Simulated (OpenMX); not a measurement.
**SiO2 in OpenMX: the effect of volume scale**

SiO2:

```
CELL_PARAMETERS angstrom
4.84996 0.00000 0.00000
-2.42498 4.20019 0.00000
0.00000 0.00000 5.30937
ATOMIC_POSITIONS crystal
Si 0.50000 0.00000 0.00000
Si 0.50000 0.50000 0.33333
Si 0.00000 0.50000 0.66667
O 0.41726 0.20863 0.16667
O 0.79137 0.20863 0.83333
O 0.20863 0.41726 0.50000
O 0.58274 0.79137 0.16667
O 0.20863 0.79137 0.83333
O 0.79137 0.58274 0.50000
```

The cell comes from a database or a generator and needn't be the stable form of this composition.

Alike in all runs:

```yaml
Program: OpenMX 3.8.5
Task: single point
Functional: PBE
Potentials_or_basis: OpenMX 2013 PBE set, Si7.0-s2p2d1, O6.0-s2p2d1, grid cutoff 400 Ry
k_mesh: 5 × 5 × 5
Occupations: fermi-dirac, width 0.05 eV
Spin: no spin polarisation
```

One run gave: gap on the mesh 6.41 eV; pressure 18.1 GPa; largest force 1.11 eV/Å. Which volume scale did it use?
A. 0.88
B. 1
C. 1.08
D. 0.96
E. 1.04

D.

```csv
volume scale,gap on the mesh (eV),pressure (GPa),largest force (eV/Å)
0.88,6.92,42.2,2.06
0.92,6.68,29.0,1.54
0.96,6.41,18.1,1.11
1,6.10,9.1,0.74
1.04,5.76,1.7,0.42
1.08,5.41,-4.5,0.16
```

Caveats: an odd mesh through Γ misses points on the zone boundary, where band edges often lie; the basis of atomic orbitals isn't converged, which shifts pressures, moduli and gaps; forces of over 1 eV/Å show positions far from the minimum, so gaps and moduli don't describe the material at rest (some runs).
